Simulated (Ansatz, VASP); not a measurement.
TiAl in VASP and in Ansatz

File INCAR:

```
SYSTEM = TiAl
PREC     = Accurate       ! precision mode
ENCUT    = 520            ! plane-wave cutoff, eV
EDIFF    = 1E-6           ! SCF threshold, eV
ISMEAR   = 0              ! smearing method
SIGMA    = 0.1            ! smearing width, eV
LREAL    = .FALSE.        ! projectors in reciprocal space
LASPH    = .TRUE.         ! aspherical terms in the spheres
NELM     = 60             ! most SCF steps
ALGO     = Normal         ! electronic algorithm
ISIF     = 2              ! what is computed and relaxed
LWAVE    = .FALSE.        ! write WAVECAR
LCHARG   = .FALSE.        ! write CHGCAR
GGA      = PS             ! functional
NBANDS   = 14             ! bands
```

The input KPOINTS:

```
Automatic mesh
0
G
  16 16 10
  0 0 0
```

File POSCAR:

```
TiAl
1.0
    2.7946360629      0.0000000000      0.0000000000
    0.0000000000      2.7946360629      0.0000000000
    0.0000000000      0.0000000000      3.8592859917
Ti Al
1 1
Direct
    0.5000000000      0.5000000000      0.5000000000
    0.0000000000      0.0000000000      0.0000000000
```

Input for Ansatz:

```yaml
crystal:
  lattice:
    - [2.7946360629, 0.0, 0.0]
    - [0.0, 2.7946360629, 0.0]
    - [0.0, 0.0, 3.8592859917]
  atoms:
    - { symbol: Ti, position: [0.5, 0.5, 0.5] }
    - { symbol: Al, position: [0.0, 0.0, 0.0] }
basis:
  ecutwfc: 420
kpoints:
  mp_grid: { grid: [16, 16, 10] }
hamiltonian:
  xc: pbesol
scf:
  occupations: { method: gaussian, width: 0.1 }
output:
  forces: true
  stress: true
  eigenvalues: true
```

Change from the starting cell: strain along c alone, the other axes held, atoms relaxed: -4.5 %.

Alike in both runs: task single point; functional PBEsol; k mesh 16 × 16 × 10; occupations gaussian, width 0.1 eV; no spin polarisation.

|  | VASP | Ansatz |
| --- | --- | --- |
| version | VASP 6.6.1 | Ansatz 0.2.0 |
| potentials or method | VASP PAW PBE potentials, release 64 (Ti_sv, Al) | scalar-relativistic, plane waves, PAW |
| plane-wave cutoff (eV) | 520 | 420 |
| valence electrons in the cell | 15 | 15 |

|  | VASP | Ansatz | Ansatz less VASP |
| --- | --- | --- | --- |
| gap on the k mesh at the Fermi level (eV) | none | none | - |
| pressure (GPa) | 5.9 | 5.9 | -0.02 |
| largest component of the traceless stress (GPa) | 2.06 | 2.06 | -0.003 |

A gap of «none» marks a metal or a gap that the smearing closes.

Caveats: the PAW data sets were made with another functional, which shifts forces and pressure a little (VASP).
